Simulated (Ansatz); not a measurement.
SrCl₂ in the 3R-MoS2-type structure, relaxed with r2SCAN+rVV10, was run in Ansatz under altered settings. All numbers are computed, without spin polarisation but where a row says otherwise.

```
Sr Cl
1.0
     2.08574    1.20420    6.13505
    -2.08574    1.20420    6.13505
     0.00000   -2.40841    6.13505
Sr Cl
1 2
Direct
  0.00020 0.00020 0.00020
  0.42277 0.42277 0.42277
  0.24369 0.24369 0.24369
```

The base run's other keys:
```yaml
kpoints:
  mp_grid: { grid: [4, 4, 4] }
hamiltonian:
  xc: hse06
scf:
  occupations: { method: fixed }
  n_extra_bands: 4
```

It takes 13 iterations with 1779 plane waves at 420 eV and 13 k points, and leaves a mean stress of +0.78 GPa. The gap over this mesh is 5.573 eV. It ran on 4 threads of Arm Neoverse N1 (shared host).

Outcomes, with energy and stress as changes against the base:
```tsv
setting	outcome	ΔF (meV/atom)	Δ mean stress (GPa)	gap on the mesh (eV)	iterations	wall time
PBE hybrid, exx coeff 0.3, omega 0.1 1/Å	converged	–	-0.1	6.243	13	25 s
PBE hybrid, exx coeff 0.05, omega 0.5 1/Å	converged	–	+0.4	4.468	9	23 s
PBE hybrid, exx coeff 1.0, omega 0.2078 1/Å	converged	–	-1.3	9.490	21	35 s
PBE hybrid, exx coeff 0.35, omega 0.2078 1/Å	converged	–	-0.2	6.078	13	25 s
hamiltonian.pseudopotentials: nc (cutoff then 925 eV)	converged	–	+0.1	5.609	16	120 s
```
A dash marks a value that wasn't obtained or can't be compared. Stress is positive in compression. The base took 24 s.

- PBE hybrid, exx coeff 0.3, omega 0.1 1/Å. That is 30 % exact exchange, screened with ω = 0.1 1/Å, against HSE06's 25 % screened at 0.208 1/Å. The mean stress moves by -0.1 GPa and the gap on the mesh by +0.671 eV (to 6.243). Totals of different functionals aren't comparable. The program warns that on this mesh the truncation of the exchange isn't bounded, so part of the change can be an error of the mesh.
- PBE hybrid, exx coeff 0.05, omega 0.5 1/Å. That is 5 % exact exchange, screened with ω = 0.5 1/Å, against HSE06's 25 % screened at 0.208 1/Å. The mean stress moves by +0.4 GPa and the gap on the mesh by -1.105 eV (to 4.468). Totals of different functionals aren't comparable.
- PBE hybrid, exx coeff 1.0, omega 0.2078 1/Å. That is 100 % exact exchange, screened with ω = 0.2078 1/Å, against HSE06's 25 % screened at 0.208 1/Å. The mean stress moves by -1.3 GPa and the gap on the mesh by +3.917 eV (to 9.490). Totals of different functionals aren't comparable.
- PBE hybrid, exx coeff 0.35, omega 0.2078 1/Å. That is 35 % exact exchange, screened with ω = 0.2078 1/Å, against HSE06's 25 % screened at 0.208 1/Å. The mean stress moves by -0.2 GPa and the gap on the mesh by +0.506 eV (to 6.078). Totals of different functionals aren't comparable.

The runs are scalar-relativistic, without spin-orbit coupling.

The program warns that its thresholds are loose for a hybrid's stress.

The meshes of the hybrids are coarse, so their gaps aren't converged to the digits shown.
